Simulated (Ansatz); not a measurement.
**One input, then a changed one: Sb (fcc type)**

First run: DFT, PBE, PAW with Ansatz's default frozen-core files, scalar-relativistic (Ansatz 0.2.0).

Command: `ansatz run input.yaml --threads 1 --pin off --max-ram 3584MiB --backend cpu --events-out ev --progress --plain --runs-dir out` It took 5.5 s on 1 thread of Arm Neoverse V2, on a shared host, peak memory 0.34 GiB.

```yaml
crystal:
  lattice:
    - [-2.3960075572, 2.3960075572, 0.0]
    - [0.0, 0.0, 4.7920151143]
    - [2.3960075572, 2.3960075572, 0.0]
  atoms:
    - { symbol: Sb, position: [0.0, 0.0, 0.0] }
    - { symbol: Sb, position: [0.5, 0.5, 0.5] }
kpoints:
  mp_grid: { grid: [10, 7, 10] }
scf:
  occupations: { method: fermi_dirac, width: 0.08 }
hamiltonian:
  xc: pbe
  pseudopotentials: { kind: paw }
output:
  forces: true
  stress: true
  eigenvalues: true
  write_density: true
  write_potential: true
  elf: true
  volumetric_format: npy
```

The cell comes from a relaxation on PAW files under the same functional, begun from a prototype that needn't be the stable phase.

This run: bulk in the slab's orientation.

It converges in 6 SCF iterations at a pressure of -0.04 GPa, cutoff 420 eV.

A second input differs as follows:

```diff
 scf:
-  occupations: { method: fermi_dirac, width: 0.08 }
+  occupations: { method: gaussian, width: 1.0 }
+  max_iter: 80
 hamiltonian:
   eigenvalues: true
-  write_density: true
-  write_potential: true
-  elf: true
-  volumetric_format: npy
```

**Question.** What is wrong with it, and what does the program do?

**Answer.** The change was made to test a smearing of electronvolts. The run converges in 6 SCF iterations at a pressure of 0.89 GPa, cutoff 420 eV, free energy -176.9 meV/atom against the first run's. Compare each number with the sound run's before taking it for a property of the system. The log ends:
```
--- Stress (GPa, compression-positive) ---
        0.892111      -0.000000      -0.000000
       -0.000000       0.892111      -0.000000
       -0.000000      -0.000000       0.879241
  P = ⅓ Tr σ = 0.8878 GPa (8.878 kbar)
--- Band table (eV; the first three rows and the last of 84) ---
  k-point 0: bands = ["-18.0037", "-17.9738", "-17.9683", "-17.9682", "-17.9682", "-17.9339", "-17.9338", "-17.8998", "-17.8860", "-17.8860", "-1.4206", "3.7825", "6.5357", "11.7145", "11.7145", "15.4994", "16.0200", "16.5050", "16.5050", "16.5052", "21.5202"]
  k-point 1: bands = ["-17.9984", "-17.9709", "-17.9681", "-17.9661", "-17.9647", "-17.9347", "-17.9328", "-17.9024", "-17.8900", "-17.8879", "-1.2912", "3.8151", "6.6780", "10.6435", "11.8463", "15.5194", "15.8119", "15.9550", "16.5202", "17.2125", "20.5154"]
  k-point 2: bands = ["-17.9873", "-17.9673", "-17.9599", "-17.9599", "-17.9581", "-17.9367", "-17.9279", "-17.9092", "-17.9010", "-17.8933", "-0.9050", "3.8318", "7.1021", "9.0413", "12.2354", "13.6619", "14.5834", "16.1769", "16.4906", "19.8276", "20.4203"]
  k-point 83: bands = ["-17.9586", "-17.9586", "-17.9566", "-17.9566", "-17.9324", "-17.9324", "-17.9160", "-17.9160", "-17.8861", "-17.8861", "3.9836", "3.9836", "7.8168", "7.8168", "8.7692", "8.7692", "9.9630", "9.9630", "20.1028", "20.1028", "21.0497"]
```
